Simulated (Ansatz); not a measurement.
# Gd (Fm-3m) in Ansatz: single point with RPBE

Aim: the single point of Gd with RPBE.

Program: Ansatz 0.2.0. These are calculated values, not measurements. Logs are shortened: lines on timing, memory, paths and dates and some standing lists are left out, and cuts for length are marked.

### Step 1. The crystal as given

Symmetry: Fm-3m, No. 225, cubic system. The conventional cell has a = 5.172 Å, b = 5.172 Å, c = 5.172 Å, α = 90.00°, β = 90.00°, γ = 90.00°. Gd (site symmetry m-3m) has 12 Gd at 3.66 Å as nearest neighbours.

This isn't the form of Gd at room conditions, which is hcp.

### Step 2. Single point, RPBE, collinear spin, ferromagnetic start

File input.yaml:

```yaml
crystal:
  lattice:
    - [0.0, 2.5858190855, 2.5858190855]
    - [2.5858190855, 0.0, 2.5858190855]
    - [2.5858190855, 2.5858190855, 0.0]
  atoms:
    - { symbol: Gd, position: [0.0, 0.0, 0.0], spin: 7.0 }
kpoints:
  mp_grid: { grid: [9, 9, 9] }
scf:
  occupations: { method: gaussian, width: 0.02 }
hamiltonian:
  xc: rpbe
  pseudopotentials: { kind: all_electron, lapw: { basis_error: 0.001 } }
magnetization:
  spin_polarized: true
output:
  forces: true
  stress: true
  eigenvalues: true
```

Potentials or basis: all-electron LAPW, scalar-relativistic.

Started as:

```console
$ ansatz run input.yaml --threads 2 --pin off --max-ram 6144MiB --backend cpu --events-out ev --progress --plain --runs-dir out
```

Standard output:

```text
Warning: RAYON_NUM_THREADS=2 ignored (pool sized by the plan → 2); use --threads N
LAPW: plane waves up to 6.214 Å⁻¹, error target 1.0e-3 eV per atom; small_component_spin mean_spin; Gd in spheres of 1.828 Å, 28 of its electrons in bands, Dirac shells [] (how accurate: hamiltonian.pseudopotentials.lapw.basis_error, Limitations)
Engine: ansatz 0.2.0, x86_64-unknown-linux-gnu
Pseudopotentials: kind: all_electron
Pseudopotential: Gd, LAPW, valence charge 28, lapw/all_electron/scalar/gaussian/Gd, Koelling and Harmon's equation, gaussian nucleus
Functional definition: RPBE
  parameter kappa = 0.804
  parameter beta = 0.06672455060314922
  exchange = rpbe_x(kappa = kappa, mu = beta*pi^2/3)
  correlation = pbe_c(beta = beta)
Crystal: 1 atoms, lattice volume = 34.580 Å³
Basis set: ecut = 147.10279827180682 eV, 137 PW (Γ), exchange–correlation at level 2
Bands: 22, of which v1, the nominal top of the filled ones, is band 14 counted from 1 (13 counted from 0)
Symmetry: 48 space group operations
Space group: Fm-3m (ITA 225), of the structure as read, at distance tolerance 3.3e-5 Å
Magnetic group: BNS 225.116 (UNI 1618), of the structure as read, at distance tolerance 3.3e-5 Å
k-points: 35 of 729
Non-local potential: Gd, projectors of the file, none
Initial density: superposition of atomic densities (chi_scale 0.1, normalization cell)
Starting moments: Σ|m| = 7 μB on 1 of 1 site
Initial wavefunctions: plane waves of lowest kinetic energy (no species holds an atomic orbital)
Functional: x = rpbe, c = pbe(β = 0.06672455060314922)
iter 1 solved again at ethr=4.99e-5 eV; its pass at ethr=1.00e-1 eV (dr2=1.40e-2 eV) is discarded
SCF iter   1: F=—  HF=-306704.074433 eV  |F-HF|=—  |Δ(HF+E_count)|=         —  Δρ=6.42e-3 (↑5.65e-3 ↓6.42e-3)  dr2=1.41e-2  dr2_m=8.77e-3  M=7.358 μB ∫|m|=7.358 μB  β_m=0.30  ethr=4.99e-5  ⟨swp⟩=3.1  Hψ=10023  notcnv=0
Mixer restart at iter 1: flushing history
preconditioner: auto → Kerker (q_TF=auto, 2.634 Å⁻¹)  [metal: Δε(μ)=0.015 eV  Ē_g=12.564 eV  σ=0.020 eV  W_gap=0.40  n_scr=14 (ndim 8)  ℏωp=25.3 eV  f_vac=0.000  D(μ)=2.93/eV (n_scr^D=26)]
spin=Collinear: Kerker preconditioning applied to the charge; magnetization (m = ρ↑ − ρ↓) channel mixes plain (no charge-response kernel on spin).
SCF iter   2: F=—  HF=-306704.072936 eV  |F-HF|=—  |Δ(HF+E_count)|=   1.50e-3  Δρ=5.43e-3 (↑4.86e-3 ↓5.43e-3)  dr2=1.03e-2  dr2_m=6.46e-3  M=7.415 μB ∫|m|=7.415 μB  β_m=0.59  ethr=4.99e-5  ⟨swp⟩=2.0  Hψ=4642  notcnv=0
preconditioner: auto → none  [insulator: Δε(μ)=0.046 eV  Ē_g=12.571 eV  σ=0.020 eV  W_gap=0.80  n_scr=14 (ndim 8)  ℏωp=25.3 eV  f_vac=0.000  D(μ)=1.33/eV (n_scr^D=14)  ε∞_Penn≈5.0]
iter 3 solved again at ethr=2.58e-7 eV; its pass at ethr=3.68e-5 eV (dr2=7.24e-5 eV) is discarded
[... 8 lines left out ...]
Mixer restart at iter 10: flushing history
SCF iter  11: F=—  HF=-306704.195863 eV  |F-HF|=—  |Δ(HF+E_count)|=   9.62e-6  Δρ=6.12e-5 (↑5.58e-5 ↓6.12e-5)  dr2=3.10e-7  dr2_m=1.05e-6  M=7.672 μB ∫|m|=7.672 μB  β_m=0.95  ethr=5.31e-10  ⟨swp⟩=3.3  Hψ=4593  notcnv=0
SCF iter  12: F=—  HF=-306704.195873 eV  |F-HF|=—  |Δ(HF+E_count)|=   9.44e-6  Δρ=3.15e-5 (↑3.08e-5 ↓3.15e-5)  dr2=1.64e-8  dr2_m=3.04e-7  M=7.669 μB ∫|m|=7.669 μB  β_m=0.98  ethr=5.31e-10  ⟨swp⟩=3.8  Hψ=4730  notcnv=0
SCF iter  13: F=—  HF=-306704.195879 eV  |F-HF|=—  |Δ(HF+E_count)|=   6.07e-6  Δρ=1.08e-5 (↑7.13e-6 ↓1.08e-5)  dr2=5.51e-8  dr2_m=1.42e-8  M=7.667 μB ∫|m|=7.667 μB  β_m=0.69  ethr=5.84e-11  ⟨swp⟩=4.0  Hψ=5072  notcnv=0  recentre
SCF iter  14: F=—  HF=-306704.195875 eV  |F-HF|=—  |Δ(HF+E_count)|=   3.93e-6  Δρ=7.60e-6 (↑6.93e-6 ↓7.60e-6)  dr2=8.21e-9  dr2_m=1.55e-8  M=7.667 μB ∫|m|=7.667 μB  β_m=0.69  ethr=5.84e-11  ⟨swp⟩=3.0  Hψ=4911  notcnv=0
SCF iter  15: F=—  HF=-306704.195875 eV  |F-HF|=—  |Δ(HF+E_count)|=   1.52e-7  Δρ=2.62e-6 (↑1.91e-6 ↓2.62e-6)  dr2=6.89e-10  dr2_m=1.55e-9  M=7.667 μB ∫|m|=7.667 μB  β_m=0.85  ethr=2.93e-11  ⟨swp⟩=3.5  Hψ=4606  notcnv=0
SCF iter  16: F=-306704.195875 eV  HF=-306704.195875 eV  |F-HF|=1.63e-9  |Δ(HF+E_count)|=   2.84e-8  Δρ=1.37e-6 (↑7.64e-7 ↓1.37e-6)  dr2=3.02e-10  dr2_m=3.47e-10  M=7.667 μB ∫|m|=7.667 μB  ethr=2.46e-12  ⟨swp⟩=3.9  Hψ=4898  notcnv=0
SCF 1 converged in 16 iterations: F = -306704.195875 eV  dr2 = 3.02e-10
SCF converged after 16 iterations
Magnetization: 7.6666 μB (17.8333 up, 10.1667 down)
Absolute magnetization: 7.6666 μB (∫|ρ↑−ρ↓|)
Spin contamination: 0.0064 ħ² per cell (⟨S²⟩ above its minimum at these occupations)
Per-site moments (μB) at R_I (Å): [(7.510719642317856, 1.8284501830326088)]
Free energy (F): -306704.195875 eV
Harris-Foulkes:  -306704.195875 eV  (|F-HF|=1.63e-9)
Internal energy: -306704.194840 eV  (E = F + TS)
E sigma→0 (E₀):  -306704.195357 eV
Entropy (-TS):   -0.001035 eV (-1.035 meV/atom)
Fermi energy:    13.754962 eV
--- Per-component energies (eV) ---
  E_band       = -1278.786248
  E_kinetic    = 333388.676264
  E_xc         = -6815.700679
  E_electrostatic = -633277.170425  (all electrons and nuclei)
  E_smearing   = -0.001035  (= −TS)
  E_closure    = 0.000000  (closes the sum)
  E_atoms      = -306690.376308  (free atoms, spherical and without spin; not in F)
  Σ components = -306704.195875   (vs F -306704.195875, Δ=0.00e0)
  Basis errors (estimates in eV, not in F): energy 1.9e-4 per atom: plane waves 1.6e-4 (8.2e-5 summed), levels above the bands 0.0e0, relativity 2.3e-7, radial functions 3.3e-5, core shells 1.6e-7; eigenvalues (radial functions only) 9.9e-7; not estimated: angular momenta, meshes, grids; target (lapw.basis_error) 1.0e-3; muffin-tin radii Gd 1.828 Å
--- Forces (eV/Å), atoms counted from 1 ---
  atom   1  Gd     0.00000000     0.00000000    -0.00000000
  max |Σ_I F_I| component: 2.79e-31 eV/Å
--- Stress (GPa, compression-positive) ---
        0.291427       0.000000       0.000000
        0.000000       0.291427       0.000000
        0.000000       0.000000       0.291427
  P = ⅓ Tr σ = 0.2914 GPa (2.914 kbar)
--- Band table (eV; the first three rows and the last of 70) ---
  k-point 0 ↑: bands = ["-130.0398", "-130.0398", "-130.0398", "-130.0343", "-130.0343", "-31.7176", "-8.8138", "-8.8138", "-8.8138", "8.6315", "8.7380", "8.8134", "8.8134", "8.8134", "8.9017", "8.9017", "8.9017", "14.9469", "14.9469", "14.9469", "17.1308", "17.1308"]
  k-point 1 ↑: bands = ["-130.0398", "-130.0398", "-130.0398", "-130.0343", "-130.0343", "-31.7117", "-8.8877", "-8.8233", "-8.8233", "8.7465", "8.8093", "8.8203", "8.8203", "8.8885", "8.8885", "8.9022", "8.9445", "14.6448", "15.0962", "15.0962", "16.9905", "16.9905"]
  k-point 2 ↑: bands = ["-130.0398", "-130.0398", "-130.0398", "-130.0343", "-130.0343", "-31.6967", "-9.0698", "-8.8472", "-8.8472", "8.7652", "8.8083", "8.8339", "8.8339", "8.8622", "8.8622", "8.9033", "9.7648", "14.0929", "15.2656", "15.2656", "17.0051", "17.0051"]
  k-point 34 ↓: bands = ["-124.0900", "-124.0900", "-124.0833", "-124.0833", "-124.0833", "-28.3967", "-6.8814", "-6.7894", "-6.6119", "13.2939", "13.9691", "13.9799", "14.0625", "14.1289", "14.1337", "14.2287", "14.3037", "14.6899", "15.0166", "17.3407", "20.2227", "21.4617"]
```

Wall time 9.8 s (2 threads of Intel Xeon Platinum 8259CL at 2.50GHz (Skylake/Cascade Lake), shared host); peak memory 0.4 GiB.

What came out:

```yaml
Free_energy: -306704.1959 eV
Pressure: 0.3 GPa
Band_gap_on_the_k_mesh: none (metal or under the smearing width)
Net_moment: 7.67 μB per cell
Absolute_moment: 7.67 μB per cell
Site_moments: Gd +7.51 μB
```

Levels at points of the mesh, in eV from the Fermi level:
Spin up:
```
           k point  band 16  band 17  band 18  band 19  band 20  band 21
(0.00, 0.00, 0.00)    -4.85    -4.85     1.19     1.19     1.19     3.38
```
Spin down:
```csv
k point,band 6,band 7,band 8,band 9,band 10,band 11,band 12,band 13,band 14,band 15
"(0.00, 0.00, 0.00)",-42.24,-20.12,-20.12,-20.12,-4.17,0.16,0.31,0.31,0.31,0.55
```

Caveat: an open f shell can end in a state above the lowest; spin-orbit coupling is left out, which moves the levels of the heavy elements. The state reached can hang on the start; a lower one may exist.
